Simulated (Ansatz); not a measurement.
# An N vacancy in wurtzite BN, 95 atoms, charge 0

Aim: the barrier for an atom's jump, from a relaxed start and a climbing-image band; single points by other levels frame it (PBEsol and HSE06).

Program: Ansatz 0.2.0, PAW, plane waves. These are calculated values, not measurements.

### Step 1. The starting cell

95 atoms (48 B, 47 N); a = 7.623 Å, b = 8.802 Å, c = 8.407 Å, α = 90.00°, β = 90.00°, γ = 90.00°. All atoms were shaken off their sites by about 0.02 Å along each axis. Defect site 1: (0.500, 0.583, 0.438). Starting moments add up to 1 μB.

Steps to follow: (2) PBEsol relaxation at the single k point (¼, ¼, ¼), on 1 × NVIDIA GB300 Max-Q with 8 threads of Arm Neoverse-V2; (3) HSE06 single point at the single k point (¼, ¼, ¼), on 1 × NVIDIA GB300 Max-Q with 8 threads of Arm Neoverse-V2; (4) PBEsol band at the single k point (¼, ¼, ¼), on 1 × NVIDIA GB300 Max-Q with 8 threads of Arm Neoverse-V2; (5) HSE06 single point at the single k point (¼, ¼, ¼), on 1 × NVIDIA GB300 Max-Q with 8 threads of Arm Neoverse-V2.

### Step 2. PBEsol relaxation in the fixed cell

in.yaml reads:

```yaml
crystal:
  lattice:
    - [7.622990, 0.000000, 0.000000]
    - [0.000000, 8.802271, 0.000000]
    - [0.000000, 0.000000, 8.406582]
  atoms:
    - { symbol: B, position: [0.999608, 0.166477, 0.998974] }
    - { symbol: B, position: [0.999649, 0.166468, 0.500704] }
    - { symbol: B, position: [0.331910, 0.167080, 0.000481] }
    - { symbol: B, position: [0.336884, 0.171362, 0.500844] }
    - { symbol: B, position: [0.165502, 0.415660, 0.000133] }
    - { symbol: B, position: [0.164859, 0.416115, 0.502240] }
    - { symbol: B, position: [0.001173, 0.666692, 0.998607] }
    - { symbol: B, position: [0.002523, 0.668897, 0.498814] }
    - { symbol: B, position: [0.666110, 0.168044, 0.000334] }
    - { symbol: B, position: [0.665992, 0.164566, 0.501836] }
    - { symbol: B, position: [0.501017, 0.417262, 0.998205] }
    - { symbol: B, position: [0.497396, 0.419035, 0.501827], spin: 0.25 }
    - { symbol: B, position: [0.329614, 0.665633, 0.997743] }
    - { symbol: B, position: [0.333391, 0.663676, 0.500839], spin: 0.25 }
    - { symbol: B, position: [0.167167, 0.914211, 0.999292] }
    - { symbol: B, position: [0.164410, 0.914846, 0.498872] }
    - { symbol: B, position: [0.831680, 0.418011, 0.998284] }
    - { symbol: B, position: [0.833032, 0.416345, 0.497045] }
    - { symbol: B, position: [0.667348, 0.669634, 0.998925] }
    - { symbol: B, position: [0.666812, 0.668916, 0.500613], spin: 0.25 }
    - { symbol: B, position: [0.498513, 0.920380, 0.996858] }
    - { symbol: B, position: [0.497266, 0.918446, 0.497529] }
    - { symbol: B, position: [0.833233, 0.915573, 0.002904] }
    - { symbol: B, position: [0.837001, 0.916782, 0.494641] }
    - { symbol: B, position: [0.168046, 0.085575, 0.248704] }
    - { symbol: B, position: [0.165905, 0.087028, 0.745908] }
    - { symbol: B, position: [0.998791, 0.333571, 0.252093] }
    - { symbol: B, position: [0.003191, 0.336200, 0.750696] }
    - { symbol: B, position: [0.498808, 0.081698, 0.251362] }
    - { symbol: B, position: [0.494350, 0.080073, 0.752420] }
    - { symbol: B, position: [0.330234, 0.330033, 0.247884] }
    - { symbol: B, position: [0.330515, 0.335809, 0.745745] }
    - { symbol: B, position: [0.165561, 0.584275, 0.251819] }
    - { symbol: B, position: [0.167032, 0.582494, 0.752062] }
    - { symbol: B, position: [0.999626, 0.834325, 0.248153] }
    - { symbol: B, position: [0.998629, 0.833644, 0.754828] }
    - { symbol: B, position: [0.827833, 0.081766, 0.247947] }
    - { symbol: B, position: [0.830460, 0.082193, 0.752343] }
    - { symbol: B, position: [0.665152, 0.334405, 0.252380] }
    - { symbol: B, position: [0.666985, 0.333368, 0.747967] }
    - { symbol: B, position: [0.503646, 0.583393, 0.249546], spin: 0.25 }
    - { symbol: B, position: [0.499058, 0.581272, 0.753043] }
    - { symbol: B, position: [0.336216, 0.835235, 0.252577] }
    - { symbol: B, position: [0.336129, 0.838956, 0.749031] }
    - { symbol: B, position: [0.831821, 0.584561, 0.249286] }
    - { symbol: B, position: [0.837419, 0.582894, 0.750369] }
    - { symbol: B, position: [0.664738, 0.832720, 0.249419] }
    - { symbol: B, position: [0.662659, 0.832577, 0.752418] }
    - { symbol: N, position: [0.998769, 0.167538, 0.191122] }
    - { symbol: N, position: [0.001783, 0.167169, 0.687194] }
    - { symbol: N, position: [0.333061, 0.164771, 0.188060] }
    - { symbol: N, position: [0.328488, 0.167027, 0.687131] }
    - { symbol: N, position: [0.167844, 0.413945, 0.191600] }
    - { symbol: N, position: [0.163618, 0.415414, 0.687631] }
    - { symbol: N, position: [0.000748, 0.665814, 0.185745] }
    - { symbol: N, position: [0.995666, 0.664563, 0.692230] }
    - { symbol: N, position: [0.665650, 0.166929, 0.189089] }
    - { symbol: N, position: [0.664948, 0.163470, 0.690540] }
    - { symbol: N, position: [0.496666, 0.415001, 0.187566] }
    - { symbol: N, position: [0.502703, 0.417040, 0.686352] }
    - { symbol: N, position: [0.332414, 0.670618, 0.187426] }
    - { symbol: N, position: [0.332205, 0.668713, 0.690724] }
    - { symbol: N, position: [0.164486, 0.916234, 0.189296] }
    - { symbol: N, position: [0.167189, 0.916824, 0.679585] }
    - { symbol: N, position: [0.832255, 0.412164, 0.185568] }
    - { symbol: N, position: [0.833716, 0.413470, 0.692493] }
    - { symbol: N, position: [0.668398, 0.673865, 0.186008] }
    - { symbol: N, position: [0.669420, 0.664476, 0.684904] }
    - { symbol: N, position: [0.500182, 0.916991, 0.184262] }
    - { symbol: N, position: [0.498252, 0.913253, 0.687359] }
    - { symbol: N, position: [0.834116, 0.914846, 0.184497] }
    - { symbol: N, position: [0.837007, 0.920968, 0.686630] }
    - { symbol: N, position: [0.165937, 0.081913, 0.443359] }
    - { symbol: N, position: [0.170289, 0.082283, 0.937816] }
    - { symbol: N, position: [0.997032, 0.330342, 0.441857] }
    - { symbol: N, position: [0.002385, 0.333894, 0.938352] }
    - { symbol: N, position: [0.498976, 0.086682, 0.433923] }
    - { symbol: N, position: [0.499830, 0.086889, 0.935446] }
    - { symbol: N, position: [0.329530, 0.331335, 0.437404] }
    - { symbol: N, position: [0.334813, 0.333995, 0.941435] }
    - { symbol: N, position: [0.167197, 0.579011, 0.435473] }
    - { symbol: N, position: [0.166334, 0.582975, 0.940066] }
    - { symbol: N, position: [0.004523, 0.828734, 0.436181] }
    - { symbol: N, position: [0.996373, 0.836764, 0.938043] }
    - { symbol: N, position: [0.836944, 0.080125, 0.439812] }
    - { symbol: N, position: [0.833207, 0.081539, 0.939119] }
    - { symbol: N, position: [0.668634, 0.338391, 0.442563] }
    - { symbol: N, position: [0.665879, 0.332295, 0.938111] }
    - { symbol: N, position: [0.501041, 0.583209, 0.937782] }
    - { symbol: N, position: [0.329570, 0.834141, 0.438914] }
    - { symbol: N, position: [0.335481, 0.830029, 0.937889] }
    - { symbol: N, position: [0.834140, 0.584889, 0.434046] }
    - { symbol: N, position: [0.831929, 0.584966, 0.933847] }
    - { symbol: N, position: [0.667531, 0.832002, 0.434040] }
    - { symbol: N, position: [0.667100, 0.834940, 0.938763] }
  symmetry: { detect: false }
kpoints:
  mp_grid: { grid: [1, 1, 1], shift: [0.25, 0.25, 0.25] }
hamiltonian:
  xc: pbesol
magnetization:
  spin_polarized: true
scf:
  occupations: { method: fermi_dirac, width: 0.01 }
relax:
  f_tol: 0.03
  max_steps: 80
  escape_saddle: false
  adjacent_minimum: "off"
output:
  forces: true
  eigenvalues: true
  populations: true
```

The run is started by

```console
> ansatz run in.yaml --threads 8 --pin off --max-ram 118750MiB --runs-dir r --events-out ev --progress --plain --backend cuda --devices 0,
```

Further steps of the session: Single point with HSE06; Elastic band between the two sites; Single point with HSE06.

Q: Predict the outcome of this session. Wanted: for each run, top filled to lowest empty; moment.

**Answer**, as computed:

```
                   level        time  top filled to lowest empty (eV)  moment (μB)
      PBEsol, relaxation  11 s (GPU)                             0.81         1.00
                   HSE06  28 s (GPU)                             1.98         1.00
HSE06, at the band's top  28 s (GPU)                             2.27         1.00
```

```
                   quantity                             value
                 relaxation  6 recorded steps, 2.11 eV gained
              largest shift     0.08 Å (B20 and others alike)
barrier forwards, backwards                     5.34, 5.34 eV
                       jump                       N by 2.43 Å
            band iterations                                17
    top less start by HSE06                           5.57 eV
       largest local moment                     +0.58 μB on B
```

**What this shows.** The relaxation lowers the energy by 2.11 eV; the largest shift is 0.08 Å (B20 and others alike). The PBEsol barrier is 5.34 eV forwards and 5.34 eV back, about 206 times kT at 300 K. The cell's size and k points aren't converged for it. The program's check left the order of the top open. On the same two geometries HSE06 gives 5.57 eV. At the same k points, PBEsol gives a spacing 1.16 eV smaller than the 1.98 eV of HSE06. In a defect cell this spacing can involve defect levels, so it need not be the gap.
